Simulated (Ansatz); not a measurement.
# Molybdenum, diamond: HSE06 after PBE

Aim: see what exact exchange does to the levels, and what it costs. Spin polarisation is left out. The geometry was relaxed under PBE beforehand and is kept. Exact exchange is dear, so the k-mesh is coarse, and PBE is run on the same mesh for comparison.

Computed with Ansatz 0.2.0 (DFT, plane waves (420 eV) with PBE-made PAW files, scalar-relativistic; functionals as named at each step, unless a step says otherwise).

## Step 1: The structure to begin with

It takes space group Fd-3m (No. 227, cubic). The conventional cell has a = 5.690 Å, b = 5.690 Å, c = 5.690 Å, α = 90.00°, β = 90.00°, γ = 90.00°. Around Mo (site symmetry -43m) lie 4 Mo at 2.46 Å.

As a file:

```
CELL_PARAMETERS angstrom
0.00000 2.84515 2.84515
2.84515 0.00000 2.84515
2.84515 2.84515 0.00000
ATOMIC_POSITIONS crystal
Mo 0.12500 0.12500 0.12500
Mo 0.87500 0.87500 0.87500
```

## Step 2: PBE, coarse mesh

The run with PBE.

input.yaml

```yaml
crystal:
  lattice:
    - [0.0, 2.8451482282, 2.8451482282]
    - [2.8451482282, 0.0, 2.8451482282]
    - [2.8451482282, 2.8451482282, 0.0]
  atoms:
    - { symbol: Mo, position: [0.125, 0.125, 0.125] }
    - { symbol: Mo, position: [0.875, 0.875, 0.875] }
hamiltonian:
  xc: pbe
  pseudopotentials:
    kind: paw
    azcp:
      Mo: "pseudopotentials/Mo.paw.azcp"
basis:
  ecutwfc: 420
  fft_grid_basis: typed
kpoints:
  mp_grid: { grid: [5, 5, 5], shift: [0, 0, 0] }
magnetization:
  spin_polarized: false
scf:
  occupations: { method: fermi_dirac, width: 0.1 }
```

Run with:

```
> ansatz run input.yaml --threads 4 --pin off --max-ram 8192MiB --backend cpu --events-out ev --progress --plain --runs-dir out
```

The program printed, shortened:

```text
Warning: RAYON_NUM_THREADS=4 ignored (pool sized by the plan → 4); use --threads N
[...]
Pseudopotentials: kind: paw
Pseudopotential: Mo, paw, valence charge 14, recommended cutoff 420 eV (normal), <dir>
Functional definition: PBE
[...]
Crystal: 2 atoms, lattice volume = 46.062 Å³
Basis set: ecut = 420 eV, 893 PW (Γ)
Bands: 18, of which v1, the nominal top of the filled ones, is band 14 counted from 1 (13 counted from 0)
Symmetry: 48 space group operations
Space group: Fd-3m (ITA 227), of the structure as read, at distance tolerance 3.6e-5 Å
k-points: 10 of 125
[...]
SCF iter   1: F=—  HF=-9907.636359 eV  |F-HF|=—  |Δ(HF+E_count)|=         —  Δρ=5.62e-3  dr2=3.82e-3  ethr=1.77e-3  ⟨swp⟩=5.2  Hψ=828  notcnv=0
[...]
SCF iter   6: F=-9907.638919 eV  HF=-9907.638919 eV  |F-HF|=3.62e-10  |Δ(HF+E_count)|=   3.56e-9  Δρ=1.80e-6  dr2=8.31e-10  ethr=3.86e-11  ⟨swp⟩=1.0  Hψ=519  notcnv=0
[...]
SCF converged after 6 iterations
Free energy (F): -9907.638919 eV
[...]
E sigma→0 (E₀):  -9907.599275 eV
Entropy (-TS):   -0.079288 eV (-39.644 meV/atom)
Fermi energy:    12.604221 eV
[...]
```

Wall time 0.28 s (4 threads of Arm Neoverse V1, shared host); peak memory 0.26 GiB.

## Step 3: HSE06, coarse mesh

The run with HSE06.

Changes to input.yaml since step 2:

```diff
@@ -9,3 +9,3 @@
 hamiltonian:
-  xc: pbe
+  xc: hse06
   pseudopotentials:
```

Run with:

```
> ansatz run input.yaml --threads 4 --pin off --max-ram 8192MiB --backend cpu --events-out ev --progress --plain --runs-dir out
```

The program printed, shortened:

```text
Warning: RAYON_NUM_THREADS=4 ignored (pool sized by the plan → 4); use --threads N
[...]
[... 2 set-up lines as earlier in the session ...]
Functional definition: HSE06
[...]
Crystal: 2 atoms, lattice volume = 46.062 Å³
Basis set: ecut = 420 eV, 893 PW (Γ)
Bands: 18, of which v1, the nominal top of the filled ones, is band 14 counted from 1 (13 counted from 0)
[... 2 set-up lines as earlier in the session ...]
k-points: 10 of 125
[...]
SCF iter   1: F=—  HF=-9907.639160 eV  |F-HF|=—  |Δ(HF+E_count)|=         —  Δρ=5.87e-3  dr2=4.55e-3  ethr=1.77e-3  ⟨swp⟩=5.1  Hψ=686  notcnv=0
[...]
Frozen-core exchange: fock
[...]
SCF 2 stopped early in 7 iterations: F = -9910.627345 eV  dr2 = 3.72e-6
hybrid outer 1: dexx = +1.309e-2 eV, tail = 2.68e-5 eV
[...]
Frozen-core exchange: fock
[...]
hybrid SCF converged: 2 outer / 10 inner (+6 warm-up), last move |dexx| = 2.43e-6 eV, tail = 9.59e-8 eV
Stability not checked: this state was not tested for a lower state beside it, because the functional holds exact exchange (a hybrid, or Hartree-Fock), whose exchange loop this test does not read (fock_operator; see scf.lower_state_search)
Free energy (F): -9910.627264 eV
Frozen-core exchange: fock
[...]
E sigma→0 (E₀):  -9910.594090 eV
Entropy (-TS):   -0.066346 eV (-33.173 meV/atom)
Fermi energy:    12.425311 eV
[...]
--- Band table (eV; the first three rows and the last of 10) ---
  k-point 0: bands = ["-52.0049", "-51.2533", "-25.0239", "-25.0239", "-25.0239", "-23.8054", "-23.8054", "-23.8054", "7.0366", "9.9772", "9.9772", "10.7345", "10.7345", "10.7345", "14.1045", "14.1045", "14.1045"]
[...]
  guard bands above this table: 1 of the run's 18 bands, where the rule asks 2: the bands that hold charge and the lowest empty level above them stay in the table. The solve was not asked for them (output.publish_guard_bands: true or output.eigenvalues: true publishes all)
```

Run time: 4.4 s. Hardware: 4 threads of Arm Neoverse V1, shared host; peak memory 0.79 GiB.

## Step 4: The functionals compared

| functional | gap on the mesh | Fermi energy (eV) | SCF cycles | exchange loops | CPU time |
| --- | --- | --- | --- | --- | --- |
| PBE | none (levels filled in part) | 12.604 | 6 | - | 0.67 s |
| HSE06 | none (levels filled in part) | 12.425 | 16 | 2 | 13 s |

## Step 5: Results

| quantity | value |
| --- | --- |
| PBE: gap | none (levels filled in part) |
| HSE06: gap | none (levels filled in part) |
| HSE06: SCF cycles, exchange loops | 16, 2 |
| HSE06: CPU time over that of PBE | 20 |
| HSE06: relative to bcc | +2629 meV/atom |

**Reading.** Both PBE and HSE06 leave levels filled in part. HSE06 cost 20 times the CPU time of PBE. The exchange operator of HSE06 was renewed in 2 outer loops. The dense-mesh value adds +11.7 meV/atom, the change that PBE shows between the coarse mesh and its own dense run (not shown). Under HSE06 it lies 2629 meV/atom above bcc (computed apart in the same way); on such meshes a few tens of meV are uncertain for metals. Absolute energies differ from functional to functional, by eV per atom at times, and say nothing by themselves.
